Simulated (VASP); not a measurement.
# P (P2/m) in VASP: notebook

One crystal, P, is run at these levels: PBE; tasks: single point.

All numbers are computed with VASP 6.6.1; they aren't measurements. Logs are shortened: lines on timing, memory, paths and dates and some standing lists are left out, and cuts for length are marked.

### Step 1. The structure

Symmetry: P2/m, No. 10, monoclinic system. Conventional cell: a = 2.425 Å, b = 2.439 Å, c = 4.852 Å, α = 90.00°, β = 90.24°, γ = 90.00°. P (site symmetry m) has 6 P at 2.42 to 2.44 Å as nearest neighbours.

This isn't the form of P at room conditions, which is orthorhombic.

### Step 2. Single point, PBE

Input file INCAR:

```
PREC = Accurate
ENCUT = 460
EDIFF = 0.01
ISMEAR = 0
SIGMA = 0.1
LREAL = False
LASPH = True
NELM = 100
ALGO = Normal
ISIF = 2
LWAVE = False
LCHARG = False
GGA = PE
ADDGRID = False
```

Input file KPOINTS:

```
regular mesh
0
Gamma
  14 14 7
```

Input file POSCAR:

```
P
1.0
    2.4246941115      0.0000000000      0.0000000000
    0.0000000000      2.4385351442      0.0000000000
   -0.0203144631      0.0000000000      4.8524328982
P
2
Direct
   -0.0009640000     -0.0137570000      0.7520410000
    1.0088450000      0.0001830000      0.2407300000
```

Potentials or basis: VASP PAW PBE potentials, release 64 (P).

Command:

```sh
$ cat potpaw_PBE.64/P/POTCAR > POTCAR
$ mpirun -np 1 vasp_std > vasp.out
```

OUTCAR:

```text
PREC = Accurate
   ENCUT = 460
   EDIFF = 0.01
   ISMEAR = 0
   LREAL = False
   LASPH = True
   NELM = 100
   ISIF = 2
   GGA = PE

 Found    688 irreducible k-points:

 Following reciprocal coordinates:
            Coordinates               Weight
  0.000000  0.000000  0.000000      1.000000
  0.071429  0.000000  0.000000      2.000000
  0.142857  0.000000  0.000000      2.000000
  0.214286  0.000000  0.000000      2.000000
  0.285714  0.000000  0.000000      2.000000
  0.357143  0.000000  0.000000      2.000000
   k-points           NKPTS =    688   k-points in BZ     NKDIM =    688   number of bands    NBANDS=      9
   number of dos      NEDOS =    301   number of ions     NIONS =      2
   total plane-waves  NPLWV =  11664
   dimension x,y,z NGX =    18 NGY =   18 NGZ =   36
   dimension x,y,z NGXF=    36 NGYF=   36 NGZF=   72
   ions per type =               2
   NGX,Y,Z   is equivalent  to a cutoff of  12.34, 12.27, 12.33 a.u.
   NGXF,Y,Z  is equivalent  to a cutoff of  24.68, 24.54, 24.67 a.u.
 SYSTEM =  unknown system
   PREC   = accura    normal or accurate (medium, high low for compatibility)
   ISTART =      0    job   : 0-new  1-cont  2-samecut
   ICHARG =      2    charge: 1-file 2-atom 10-const
   ISPIN  =      1    spin polarized calculation?
   LNONCOLLINEAR =      F non collinear calculations
   LSORBIT =      F    spin-orbit coupling
   LASPH  =      T    aspherical Exc in radial PAW
   ENCUT  =  460.0 eV  33.81 Ry    5.81 a.u.   4.24  4.26  8.49*2*pi/ulx,y,z
   NELM   =    100;   NELMIN=  2; NELMDL= -5     # of ELM steps
   EDIFF  = 0.1E-01   stopping-criterion for ELM
   LREAL  =      F    real-space projection
   EDIFFG = 0.1E+00   stopping-criterion for IOM
   NSW    =      0    number of steps for IOM
   IBRION =     -1    ionic relax: 0-MD 1-quasi-New 2-CG
   NFREE  =      0    steps in history (QN), initial steepest desc. (CG)
   ISIF   =      2    stress and relaxation
   ISYM   =      2    0-nonsym 1-usesym 2-fastsym
   POTIM  = 0.5000    time-step for ionic-motion
   TEBEG  =    0.0;   TEEND  =   0.0 temperature during run
   PSTRESS=    0.0 pullay stress
   NELECT =      10.0000    total number of electrons
   NUPDOWN=      -1.0000    fix difference up-down
   EMIN   =  10.00;   EMAX   =-10.00  energy-range for DOS
   EFERMI =   0.00;   METHOD = LEGACY
   ISMEAR =     0;   SIGMA  =   0.10  broadening in eV -4-tet -1-fermi 0-gaus
   EFERMI_NEDOS =   21; number of points for ismear=-14 and -15
   IALGO  =     38    algorithm
   IMIX   =      4    mixing-type and parameters
     AMIX     =   0.40;   BMIX     =  1.00
     AMIX_MAG =   1.60;   BMIX_MAG =  1.00
  volume/ion in A,a.u.               =      14.35        96.81
  Fermi-wavevector in a.u.,A,eV,Ry     =   1.152107  2.177167 18.059715  1.327352
  Thomas-Fermi vector in A             =   2.288761
   LORBIT       =      0    0 simple, 1 ext, 2 COOP (PROOUT), +10 PAW based schemes
   GGA     = PE    functional components
   LHFCALC =     F    Hartree Fock is set to
   AEXX    =    0.0000 exact exchange contribution
   IVDW    =     0    specifies the selected vdW correction
   LEPSILON=     F    determine dielectric tensor
   LRPA    =     F    only Hartree local field effects (RPA)
 non-spin polarized calculation
 Gauss-broadening in eV      SIGMA  =   0.10
  energy-cutoff  :      460.00
  volume of cell :       28.69
 maximum number of plane-waves:       656
 NGX is ok and might be reduce to    18
   NGX =  9   NGY =  9   NGZ = 17

 number of electron      10.0000000 magnetization

 Free energy of the ion-electron system (eV)
  ---------------------------------------------------
  ext. energy  EPLUGINS =         0.00000000
  ---------------------------------------------------
  free energy    TOTEN  =       -10.53891703 eV

  energy without entropy =      -10.53557868  energy(sigma->0) =      -10.53724785

 E-fermi :   9.7886     XC(G=0): -11.3986

 val. band max:        9.7849635827   @ k =   0.0714   0.2857   0.4286
 cond. band min:       9.7894968268   @ k =   0.0714   0.2143   0.4286
 fundamental gap:      0.0045332441
 Fermi energy:         9.7885681953

 k-point     1 :       0.0000    0.0000    0.0000
  band No.  band energies     occupation
      1      -6.8712      2.00000
      2      -2.4227      2.00000
      3       1.0045      2.00000
      4      14.7346      0.00000
      5      14.9596      0.00000
      6      14.9846      0.00000
      7      16.5370      0.00000
      8      16.6050      0.00000
      9      17.7509      0.00000

 k-point     2 :       0.0714    0.0000    0.0000
  band No.  band energies     occupation
      1      -6.7526      2.00000
      2      -2.3036      2.00000
      3       1.1120      2.00000
      4      12.9777      0.00000
      5      14.8282      0.00000
      6      15.0620      0.00000
      7      16.1302      0.00000
      8      16.6435      0.00000
      9      17.8156      0.00000

 k-point     3 :       0.1429    0.0000    0.0000
  band No.  band energies     occupation
      1      -6.3988      2.00000
      2      -1.9476      2.00000
      3       1.4309      2.00000
      4      10.3856      0.00000
      5      13.7856      0.00000
      6      15.1067      0.00000
      7      15.3429      0.00000
      8      16.9186      0.00000
      9      18.0115      0.00000

 k-point     4 :       0.2143    0.0000    0.0000
  band No.  band energies     occupation
      1      -5.8156      2.00000
      2      -1.3586      2.00000
      3       1.9492      2.00000
      4       7.8853      2.00000
      5      11.4664      0.00000
      6      15.5547      0.00000
      7      15.7850      0.00000
      8      17.0393      0.00000
      9      17.3886      0.00000

 k-point     5 :       0.2857    0.0000    0.0000
  band No.  band energies     occupation
      1      -5.0175      2.00000
      2      -0.5451      2.00000
      3       2.6377      2.00000
      4       5.5639      2.00000
      5       9.2608      2.00000
      6      14.7022      0.00000
      7      16.1436      0.00000
      8      16.3839      0.00000
      9      17.9319      0.00000

 k-point     6 :       0.3571    0.0000    0.0000
  band No.  band energies     occupation
      1      -4.0408      2.00000
      2       0.4734      2.00000
      3       3.3841      2.00000
      4       3.5314      2.00000
      5       7.2286      2.00000
      6      12.7166      0.00000
      7      16.8058      0.00000
      8      17.0427      0.00000
      9      18.5078      0.00000

 [... further k-points ...]

------------------------ aborting loop because EDIFF is reached ----------------------------------------

  FORCE on cell =-STRESS in cart. coord.  units (eV):
  Direction    XX          YY          ZZ          XY          YZ          ZX
  --------------------------------------------------------------------------------------
  -------------------------------------------------------------------------------------
  Total        0.6684411      0.5062294      0.6299146     -0.0188695     -0.0166161      0.0122719
  in kB       37.3274415     28.2691279     35.1760222     -1.0537183     -0.9278842      0.6852947
  external PRESSURE =      33.5908639 kB  Pullay stress =       0.0000000 kB

 VOLUME and BASIS-vectors are now :
 -----------------------------------------------------------------------------
  energy-cutoff  :      460.00
  volume of cell :       28.69
      direct lattice vectors                 reciprocal lattice vectors
     2.424694112  0.000000000  0.000000000     0.412423157  0.000000000  0.001726589
     0.000000000  2.438535144  0.000000000     0.000000000  0.410082259  0.000000000
    -0.020314463  0.000000000  4.852432898     0.000000000  0.000000000  0.206082190

 POSITION                                       TOTAL-FORCE (eV/Angst)
 -----------------------------------------------------------------------------------
      2.40708      2.40499      3.64923         0.036563      0.053899      0.025845
      0.01656      0.00045      1.16813        -0.036563     -0.053899     -0.025845
 -----------------------------------------------------------------------------------
    total drift:                               -0.000000      0.000000     -0.000000

  FREE ENERGIE OF THE ION-ELECTRON SYSTEM (eV)
  ---------------------------------------------------
  free  energy   TOTEN  =       -10.5389170255 eV

  energy  without entropy=      -10.5355786763  energy(sigma->0) =      -10.53724785
```

Run time: 89 s. Hardware: 1 thread of Intel Xeon Platinum 8259CL at 2.50GHz (Skylake/Cascade Lake), shared host; peak memory 0.23 GiB.

These settings aren't checked as converged: the numbers below hold their error.

What came out:

```yaml
Free_energy: -10.5389 eV
Pressure: 3.4 GPa
Largest_force: 0.070 eV/Å
Band_gap_on_the_k_mesh: none (metal or under the smearing width)
```

### Step 3. Single point, PBE

Edit INCAR of step 2 so:

```diff
@@ -2,3 +2,3 @@
 ENCUT = 460
-EDIFF = 0.01
+EDIFF = 0.001
 ISMEAR = 0
```

KPOINTS is that of step 2.

Input file POSCAR:

```
P
1.0
    2.4246941115      0.0000000000      0.0000000000
    0.0000000000      2.4385351442      0.0000000000
   -0.0203144631      0.0000000000      4.8524328982
P
2
Direct
    0.0000000300      0.0000000000      0.7494253600
    0.9999999700      0.0000000000      0.2505746400
```

Potentials or basis: VASP PAW PBE potentials, release 64 (P).

Command:

```sh
$ cat potpaw_PBE.64/P/POTCAR > POTCAR
$ mpirun -np 1 vasp_std > vasp.out
```

OUTCAR:

```text
PREC = Accurate
   ENCUT = 460
   EDIFF = 0.001
   ISMEAR = 0
   LREAL = False
   LASPH = True
   NELM = 100
   ISIF = 2
   GGA = PE

 Found    400 irreducible k-points:

 Following reciprocal coordinates:
            Coordinates               Weight
  0.000000  0.000000  0.000000      1.000000
  0.071429  0.000000  0.000000      2.000000
  0.142857  0.000000  0.000000      2.000000
  0.214286  0.000000  0.000000      2.000000
  0.285714  0.000000  0.000000      2.000000
[... 152 lines left out ...]
------------------------ aborting loop because EDIFF is reached ----------------------------------------

  FORCE on cell =-STRESS in cart. coord.  units (eV):
  Direction    XX          YY          ZZ          XY          YZ          ZX
  --------------------------------------------------------------------------------------
  -------------------------------------------------------------------------------------
  Total        0.4812711      0.3797359      0.4694825      0.0000000      0.0000000      0.0128552
  in kB       26.8753928     21.2054147     26.2170875      0.0000000      0.0000000      0.7178663
  external PRESSURE =      24.7659650 kB  Pullay stress =       0.0000000 kB

 VOLUME and BASIS-vectors are now :
 -----------------------------------------------------------------------------
  energy-cutoff  :      460.00
  volume of cell :       28.69
      direct lattice vectors                 reciprocal lattice vectors
     2.424694112  0.000000000  0.000000000     0.412423157  0.000000000  0.001726589
     0.000000000  2.438535144  0.000000000     0.000000000  0.410082259  0.000000000
    -0.020314463  0.000000000  4.852432898     0.000000000  0.000000000  0.206082190

 POSITION                                       TOTAL-FORCE (eV/Angst)
 -----------------------------------------------------------------------------------
     -0.01522      0.00000      3.63654         0.000281      0.000000     -0.004043
      2.41960      0.00000      1.21590        -0.000281      0.000000      0.004043
 -----------------------------------------------------------------------------------
    total drift:                                0.000000      0.000000     -0.000000

  FREE ENERGIE OF THE ION-ELECTRON SYSTEM (eV)
  ---------------------------------------------------
  free  energy   TOTEN  =       -10.5420373511 eV

  energy  without entropy=      -10.5376712576  energy(sigma->0) =      -10.53985430
```

Wall time 40 s (1 thread of Intel Xeon Platinum 8259CL at 2.50GHz (Skylake/Cascade Lake), shared host); peak memory 0.18 GiB.

These settings aren't checked as converged: the numbers below hold their error.

What came out:

- Free energy: -10.5420 eV
- Pressure: 2.5 GPa
- Largest force: 0.004 eV/Å
- Band gap on the k mesh: none (metal or under the smearing width)

(Continued in part 2 of 2.)
